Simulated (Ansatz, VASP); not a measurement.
## AlAu in VASP and in Ansatz

```xyz
2
Lattice="3.2023 0.0000 0.0000 0.0000 3.2023 0.0000 0.0000 0.0000 3.2023" Properties=species:S:1:pos:R:3 pbc="T T T"
Au    1.6012    1.6012    1.6012
Al    0.0000    0.0000    0.0000
```

Change from the starting cell: volume scaled by 0.98.

Alike in both runs: task single point; functional PBEsol; k mesh 8 × 8 × 8; occupations fermi-dirac, width 0.05 eV; no spin polarisation.

|  | VASP | Ansatz |
| --- | --- | --- |
| version | VASP 6.6.1 | Ansatz 0.2.0 |
| potentials or method | VASP PAW PBE potentials, release 64 (Au, Al) | Ansatz PAW |
| plane-wave cutoff (eV) | 520 | 420 |
| valence electrons in the cell | 14 | 22 |

|  | VASP | Ansatz | Ansatz less VASP |
| --- | --- | --- | --- |
| gap on the k mesh at the Fermi level (eV) | none | none | - |
| pressure (GPa) | -3.2 | -3.0 | +0.19 |

A gap of «none» marks a metal or a gap that the smearing closes. The two sets of potentials don't hold the same shells in valence.

Caveats: the PAW data sets were made with another functional, which shifts forces and pressure a little (VASP); the PAW data sets come from PBE, with cores solved anew for the run's functional, which leaves a small shift of forces and pressure (Ansatz). Spin-orbit coupling is left out, which matters for the levels of Au.
